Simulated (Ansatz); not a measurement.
A 2-atom cell of KBr (Pm-3m) from a materials database, relaxed with r2SCAN, was run in Ansatz under altered settings. All numbers are computed, without spin polarisation but where a row says otherwise.

```
CELL_PARAMETERS angstrom
3.97587 0.00000 0.00000
0.00000 3.97587 0.00000
0.00000 0.00000 3.97587
ATOMIC_POSITIONS crystal
K 0.00000 0.00000 0.00000
Br 0.50000 0.50000 0.50000
```

The base run's other keys:
```yaml
kpoints:
  mp_grid: { grid: [4, 4, 4] }
hamiltonian:
  xc: hse06
scf:
  occupations: { method: fixed }
  n_extra_bands: 4
```

It takes 10 iterations with 1237 plane waves at 420 eV and 10 k points, and leaves a mean stress of +0.50 GPa. The gap over this mesh is 5.193 eV. It ran on 4 threads of Arm Neoverse N1, on a shared host.

Outcomes, with energy and stress as changes against the base:
```csv
setting,outcome,ΔF (meV/atom),Δ mean stress (GPa),gap on the mesh (eV),iterations,wall time
"PBE hybrid, exx coeff 0.35, omega 0.3 1/Å",converged,–,-0.1,5.361,11,8.6 s
"PBE hybrid, exx coeff 0.2, omega 0.1 1/Å",converged,–,+0.1,5.224,10,8.5 s
scf.n_extra_bands: 1,converged,0.0,0.0,5.193,10,8.5 s
```
A dash marks a value that wasn't obtained or can't be compared. Stress is positive in compression. The base took 8.6 s.

- PBE hybrid, exx coeff 0.35, omega 0.3 1/Å. That is 35 % exact exchange, screened with ω = 0.3 1/Å, against HSE06's 25 % screened at 0.208 1/Å. The mean stress moves by -0.1 GPa and the gap on the mesh by +0.167 eV (to 5.361). Totals of different functionals aren't comparable.
- PBE hybrid, exx coeff 0.2, omega 0.1 1/Å. That is 20 % exact exchange, screened with ω = 0.1 1/Å, against HSE06's 25 % screened at 0.208 1/Å. The mean stress moves by +0.1 GPa and the gap on the mesh by +0.030 eV (to 5.224). Totals of different functionals aren't comparable. The program warns that on this mesh the truncation of the exchange isn't bounded, so part of the change can be an error of the mesh.

Within 1 meV an atom, 0.1 GPa and 0.005 eV of the base stay: scf.n_extra_bands: 1.

The runs are scalar-relativistic, without spin-orbit coupling.

The program warns that its thresholds are loose for a hybrid's stress.

The meshes of the hybrids are coarse, so their gaps aren't converged to the digits shown.
